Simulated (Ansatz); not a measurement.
HfO2:

```xyz
12
Lattice="5.0803 0.0000 0.0000 0.0000 5.1649 0.0000 0.0000 0.0000 4.8909" Properties=species:S:1:pos:R:3 pbc="T T T"
Hf    1.1308    4.0379    1.3307
Hf    3.6710    3.7094    3.5602
Hf    3.9495    1.1270    1.3307
Hf    1.4093    1.4555    3.5602
O     0.9491    0.8452    0.5113
O     3.4892    1.7372    4.3796
O     4.1312    4.3196    0.5113
O     1.5911    3.4277    4.3796
O     0.0000    2.5824    2.3919
O     2.5402    0.0000    2.4990
O     0.0000    0.0000    2.8153
O     2.5402    2.5824    2.0756
```

The cell comes from a database or a generator and needn't be the stable form of this composition.

- Program: Ansatz 0.2.0
- Task: relaxation of cell and atoms
- Functional: BLYP
- Potentials or basis: Ansatz PAW
- Cutoff: 420 eV (not typed: the program's choice for these potentials)
- k mesh: 5 × 5 × 6
- Occupations: fermi-dirac, width 0.05 eV
- Spin: no spin polarisation

At the start: volume 10.69 Å³/atom.

Q: Where does the relaxation end?

A: It ends after 16 steps and the volume is 11.63 Å³/atom (+8.7 %); space group Pbcm (No. 57, to 0.05 Å).

Step by step:
```tsv
step	energy change (eV)	largest force (eV/Å)	volume (Å³)
1	0.0000	0.2512	128.33
2	-0.2996	0.3805	139.50
3	-0.3670	0.1036	137.17
4	-0.3711	0.0361	136.97
5	-0.3718	0.0372	137.05
6	-0.3783	0.0268	137.44
7	-0.3808	0.0721	137.67
8	-0.3892	0.0759	138.27
9	-0.3933	0.0183	138.66
10	-0.3940	0.0051	138.66
11	-0.3935	0.0073	138.76
12	-0.3939	0.0048	138.69
13	-0.4846	0.0112	138.69
14	-0.4826	0.0233	139.47
15	-0.4822	0.0034	139.55
16	-0.4877	0.0031	139.55
```

Final structure:
```
Hf O
1.0
     5.18278    0.00000    0.00000
     0.00000    5.34023    0.00000
     0.00000    0.00000    5.04201
Hf O
4 8
Direct
  0.24996 0.78013 0.27361
  0.74996 0.71987 0.72639
  0.75004 0.21987 0.27361
  0.25004 0.28013 0.72639
  0.24993 0.12807 0.09052
  0.74993 0.37193 0.90948
  0.75007 0.87193 0.09052
  0.25007 0.62807 0.90948
  0.00000 0.50000 0.45073
  0.50000 0.00000 0.54927
  0.00000 0.00000 0.54934
  0.50000 0.50000 0.45066
```

Caveat: the plane-wave basis is chosen anew once the cell has moved, so the energies of steps on either side of that aren't comparable; the pressure holds a Pulay correction of +0.9 GPa for the finite cutoff; the PAW data sets come from PBE, with cores solved anew for the run's functional, which leaves a small shift of forces and pressure.
